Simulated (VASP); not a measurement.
**PbS (Galena): single point with PBEsol**

PbS (Galena):

```
Pb S
1.0
     0.00000    2.96575    2.96575
     2.96575    0.00000    2.96575
     2.96575    2.96575    0.00000
Pb S
1 1
Direct
  0.00000 0.00000 0.00000
  0.50000 0.50000 0.50000
```

```
Program             : VASP 6.6.1
Task                : single point
Functional          : PBEsol
Potentials or basis : VASP PAW PBE potentials, release 64 (Pb, S)
Cutoff              : 500 eV
k mesh              : 8 × 8 × 8
Occupations         : gaussian, width 0.05 eV
Spin                : no spin polarisation
```

```yaml
Pressure: -1.1 GPa
Band_gap_on_the_k_mesh: 0.25 eV, direct
```

Levels at points of the mesh, in eV from the valence-band top:
```tsv
k point	band 2	band 3	band 4	band 5	band 6	band 7	band 8	band 9
(0.00, 0.00, 0.00)	-6.05	-2.17	-2.17	-2.17	5.16	5.16	5.16	6.60
(0.50, 0.00, 0.00)	-8.91	-1.80	-1.80	0.00	0.25	1.89	1.89	8.41
(0.50, 0.50, 0.00)	-7.23	-5.26	-3.47	-3.47	3.71	5.53	5.64	5.64
```

It took 17 s on 1 thread of Intel(R) Xeon(R) 6975P-C (Granite Rapids), on a shared host, peak memory 0.17 GiB.

Caveat: the PAW data sets were made with another functional, which shifts forces and pressure a little; spin-orbit coupling is left out, which as a rule narrows the gap of such compounds by several tenths of an eV. A k mesh can miss the band edges.
